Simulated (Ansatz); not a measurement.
Rows from a G0W0 calculation on CdSe (Cadmoselite) (Ansatz 0.2.0; G0W0 on PBE+U, plane waves, PAW; PAW set soft_1; 6×6×4 mesh, 468 empty bands, screening to 150 eV, PAW set soft_1 files), in eV. Spin-orbit coupling is left out.

The database entry behind the starting cell differs from later determinations by our own check (inner coordinate of an old entry), so it need not match the best structure at ambient conditions.

```
row  k  band  start       Σx  Σc at the solution      Vxc
  A  Γ    c1  8.001   -9.432              -3.372  -12.858
  B  Γ    v1  7.240  -19.581               1.743  -17.224
  C  Γ    c2  9.421   -8.487              -3.835  -12.473
```

Question: Give the quasiparticle energies and the shift of each level.

The quasiparticle equation reads E = start + Σx + Σc(E) − Vxc.

```
row  E (eV)  shift (eV)
  A   8.055      +0.054
  B   6.627      −0.613
  C   9.572      +0.151
```

Limits: not at the basis limit; no spin-orbit coupling.

[Paths, hosts, dates, memory and timing lines, banners, echoed tables and standing remarks are left out of the program output.]

[Logs are printed without paths, hosts, clocks, repeated set-up lines and the standing remarks that a program may print on its own settings, such as how far it seeks lower states.]

[Runs of the session that timed out or met a known fault of the program may be left out.]

[Cells called generated may have been cut or substituted from an entry of the Crystallography Open Database or the Materials Project.]

[Hosts, paths, dates, database ids (printed as entryN), source tags and the programs' standing remarks are cut or masked in the printed files.]
